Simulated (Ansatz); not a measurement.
The system is Fe2Si.

```
Fe Si
1.0
    -1.34748    1.34748    4.45257
     1.34748   -1.34748    4.45257
     1.34748    1.34748   -4.45257
Fe Si
2 1
Direct
  0.66037 0.66037 0.00000
  0.33963 0.33963 0.00000
  0.00000 0.00000 0.00000
```

The cell comes from a database or a generator and needn't be the stable form of this composition.

```yaml
Program: Ansatz 0.2.0
Task: relaxation of cell and atoms
Functional: PBEsol
Potentials_or_basis: JTH PAW
Cutoff: "1320 eV (not typed: the program's choice for these potentials)"
k_mesh: 14 × 14 × 14
Occupations: fermi-dirac, width 0.05 eV
Spin: collinear spin, ferromagnetic start
Starting_moments: "[3.0, 3.0, 0.0] μB"
```

At the start: volume 10.78 Å³/atom.

**Question.** How do energy, volume and symmetry change on relaxing?

**Answer.** It ends after 5 steps and the volume is 10.36 Å³/atom (-3.9 %); space group I4/mmm (No. 139, to 0.05 Å); moment 2.25 μB per cell.

The path:
```csv
step,energy change (eV),largest force (eV/Å),volume (Å³)
1,0.0000,0.1170,32.34
2,-0.0317,0.0381,31.60
3,-0.0386,0.0167,31.03
4,-0.0386,0.0020,31.08
5,-0.0383,0.0018,31.08
```

Final structure:
```yaml
crystal:
  lattice:
    - [-1.33055, 1.33055, 4.38896]
    - [1.33055, -1.33055, 4.38896]
    - [1.33055, 1.33055, -4.38896]
  atoms:
    - { symbol: Fe, position: [0.66136, 0.66136, 0.00000] }
    - { symbol: Fe, position: [0.33864, 0.33864, 0.00000] }
    - { symbol: Si, position: [0.00000, 0.00000, 0.00000] }
```

Caveat: the plane-wave basis is chosen anew once the cell has moved, so the energies of steps on either side of that aren't comparable.
